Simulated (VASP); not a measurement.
Crystal: W.

```
CELL_PARAMETERS angstrom
0.00000 2.03000 2.03000
2.03000 0.00000 2.03000
2.03000 2.03000 0.00000
ATOMIC_POSITIONS crystal
W 0.00000 0.00000 0.00000
```

This isn't the form of W at room conditions, which is bcc.

| Item | Value |
| --- | --- |
| Program | VASP 6.6.1 |
| Task | relaxation of cell and atoms |
| Functional | vdW-DF-cx |
| Potentials or basis | VASP PAW PBE potentials, release 64 (W_sv) |
| Cutoff | 600 eV |
| k mesh | 11 × 11 × 11 |
| Occupations | fermi-dirac, width 0.05 eV |
| Spin | no spin polarisation |

At the start: pressure -11.1 GPa; volume 16.73 Å³/atom.

**Question.** Where does the relaxation end?

**Answer.** Over 7 steps the energy falls by 22.7 meV/atom and the volume is 16.10 Å³/atom (-3.8 %); space group Fm-3m (No. 225, to 0.05 Å).

Step by step:
```
step  energy change (eV)  largest force (eV/Å)  pressure (GPa)  volume (Å³)
   1              0.0000                0.0000          -11.09        16.73
   2              0.2827                0.0000           53.76        14.08
   3             -0.0226                0.0000           -0.80        16.14
   4             -0.0227                0.0000           -0.11        16.10
   5             -0.0227                0.0000            0.13        16.09
   6             -0.0227                0.0000           -0.36        16.12
   7             -0.0227                0.0000            0.00        16.10
```

Final structure:
```
CELL_PARAMETERS angstrom
0.00000 2.00403 2.00403
2.00403 0.00000 2.00403
2.00403 2.00403 0.00000
ATOMIC_POSITIONS crystal
W 0.00000 0.00000 0.00000
```

Caveat: the PAW data sets were made with another functional, which shifts forces and pressure a little.
